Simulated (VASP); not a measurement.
**A VASP 6.6.1 single-point calculation on BN**

INCAR

```
ISYM = 1
LWAVE = .FALSE.
LASPH = .FALSE.
NSW = 0
GGA = PE
ENCUT = 520
PREC = Medium
NELM = 95
ISIF = 2
ISMEAR = -1
IBRION = -1
LCHARG = .FALSE.
EDIFF = 1E-7
SIGMA = 0.02
NBANDS = 16
LREAL = .FALSE.
```

KPOINTS

```
KPOINTS created by Atomic Simulation Environment
0
Gamma
12 12 6
0 0 0
```

POSCAR

```
B  N
 1.0000000000000000
     2.4421919995580175    0.0000000000000000    0.0000000000000000
    -1.2210959997790087    2.1150003125363579    0.0000000000000000
     0.0000000000000000    0.0000000000000000    4.0395027278000004
 B   N
   2   2
Cartesian
 -0.0000000000000000  1.4100002083575718  0.0024942547555246
  1.2210959997790083  0.7050001041787859  2.0222456186555253
 -0.0000000000000000  1.4100002083575718  1.5123192681694755
  1.2210959997790083  0.7050001041787859  3.5320706320694755
```

The recommended PBE PAW datasets give the neutral cell 16 valence electrons.

Command

```
mpirun -np 1 vasp_std
```

OSZICAR

```
N       E                     dE             d eps       ncg     rms          rms(c)
DAV:   1     0.404736167988E+02    0.40474E+02   -0.84894E+03  2440   0.986E+02
DAV:   2    -0.344935789303E+02   -0.74967E+02   -0.70399E+02  3480   0.242E+02
DAV:   3    -0.366630495329E+02   -0.21695E+01   -0.21662E+01  2776   0.374E+01
DAV:   4    -0.366672893482E+02   -0.42398E-02   -0.42396E-02  2968   0.190E+00
DAV:   5    -0.366672992143E+02   -0.98661E-05   -0.98660E-05  2760   0.838E-02    0.106E+01
DAV:   6    -0.345442708687E+02    0.21230E+01   -0.23620E+00  3136   0.141E+01    0.521E+00
DAV:   7    -0.343128356836E+02    0.23144E+00   -0.44621E-01  3184   0.545E+00    0.300E+00
DAV:   8    -0.342787276640E+02    0.34108E-01   -0.57036E-02  2848   0.209E+00    0.285E-01
DAV:   9    -0.342776874262E+02    0.10402E-02   -0.20257E-03  2784   0.544E-01    0.164E-01
DAV:  10    -0.342779299807E+02   -0.24255E-03   -0.38935E-04  2880   0.160E-01    0.250E-02
DAV:  11    -0.342779348324E+02   -0.48517E-05   -0.32796E-05  3088   0.553E-02    0.162E-02
DAV:  12    -0.342779354490E+02   -0.61661E-06   -0.52354E-06  3008   0.234E-02    0.215E-03
DAV:  13    -0.342779355177E+02   -0.68691E-07   -0.14328E-07  1960   0.380E-03
   1 F= -.34277936E+02 E0= -.34277936E+02  d E =-.600691E-12
```

From OUTCAR

```
k-points           NKPTS =     76   k-points in BZ     NKDIM =     76   number of bands    NBANDS=     16

   NELECT =      16.0000    total number of electrons

   dimension x,y,z NGX =    14 NGY =   14 NGZ =   24
   dimension x,y,z NGXF=    20 NGYF=   20 NGZF=   32

  energy-cutoff  :      520.00
  volume of cell :       20.86
      direct lattice vectors                 reciprocal lattice vectors
     2.442192000  0.000000000  0.000000000     0.409468216  0.236406584  0.000000000
    -1.221096000  2.115000313  0.000000000     0.000000000  0.472813169  0.000000000
     0.000000000  0.000000000  4.039502728     0.000000000  0.000000000  0.247555223

 k-points in reciprocal lattice and weights: KPOINTS created by Atomic Simulation Env
   0.00000000  0.00000000  0.00000000       0.001
   0.08333333  0.00000000  0.00000000       0.007
   0.16666667  0.00000000  0.00000000       0.007
   0.25000000  0.00000000  0.00000000       0.007
   0.33333333  0.00000000  0.00000000       0.007
   0.41666667 -0.00000000  0.00000000       0.007
   0.50000000  0.00000000  0.00000000       0.003
   0.08333333  0.08333333  0.00000000       0.007
   ...

 E-fermi :   9.6588

 k-point     1 :       0.0000    0.0000    0.0000
  band No.  band energies     occupation
      1     -12.7219      2.00000
      2      -7.9639      2.00000
      3      -2.9742      2.00000
      4       6.7998      2.00000
      5       6.7998      2.00000
      6       8.8447      2.00000
      7       9.2190      2.00000
      8       9.2190      2.00000
      9      18.0743      0.00000
     10      18.0743      0.00000
     11      18.5188      0.00000
     12      20.3194      0.00000
     13      21.9785      0.00000
     14      22.0769      0.00000
     15      22.0769      0.00000
     16      27.0709      0.00000

 k-point     2 :       0.0833    0.0000    0.0000
  band No.  band energies     occupation
      1     -12.5554      2.00000
      2      -7.8323      2.00000
      3      -2.8118      2.00000
      4       6.0515      2.00000
      5       6.4732      2.00000
      6       8.6001      2.00000
      7       8.6884      2.00000
      8       9.0413      2.00000
      9      17.8808      0.00000
     10      18.4197      0.00000
     11      18.7893      0.00000
     12      20.7962      0.00000
     13      22.0602      0.00000
     14      22.5885      0.00000
     15      22.6020      0.00000
     16      26.7504      0.00000

 k-point     3 :       0.1667    0.0000    0.0000
  band No.  band energies     occupation
      1     -12.0596      2.00000
      2      -7.4538      2.00000
      3      -2.3307      2.00000
      4       4.2383      2.00000
      5       5.7142      2.00000
      6       7.0987      2.00000
      7       8.1682      2.00000
      8       8.5522      2.00000
      9      17.4821      0.00000
     10      19.2174      0.00000
     11      19.2299      0.00000
     12      21.5238      0.00000
     13      22.4703      0.00000
     14      23.8817      0.00000
     15      23.9174      0.00000
     16      25.7389      0.00000

 ...

  Total        8.3727739      8.3727739      8.5450222      0.0000000     -0.0000000     -0.0000000
  in kB      642.9271987    642.9271987    656.1537773      0.0000000     -0.0000000     -0.0000000
  external PRESSURE =     647.3360582 kB  Pullay stress =       0.0000000 kB

 POSITION                                       TOTAL-FORCE (eV/Angst)
 -----------------------------------------------------------------------------------
      0.00000      1.41000      0.00249         0.000000     -0.000000      0.009880
      1.22110      0.70500      2.02225         0.000000      0.000000      0.009880
      0.00000      1.41000      1.51232        -0.000000      0.000000     -0.009880
      1.22110      0.70500      3.53207        -0.000000     -0.000000     -0.009880
 -----------------------------------------------------------------------------------
    total drift:                               -0.000001     -0.000001      0.000256

  FREE ENERGIE OF THE ION-ELECTRON SYSTEM (eV)
  ---------------------------------------------------
  free  energy   TOTEN  =       -34.2779355177 eV

  energy  without entropy=      -34.2779355177  energy(sigma->0) =      -34.27793552
```

It converged. Results: gap between bands v and c on the k mesh 4.90 eV; least direct gap on the k mesh 8.84 eV; pressure 64.7 GPa. Band v is the last that the valence electrons fill when counted band by band, and c is the next.

For comparison, a separate PBE run of the intended cell, on usual settings and not on those above, gives a gap of 4.90 eV on its mesh and a pressure of 64.7 GPa.

The run above took about 9.3 s on one core of a shared host (Intel Xeon Platinum 8488C) and held 0.12 GiB at most.
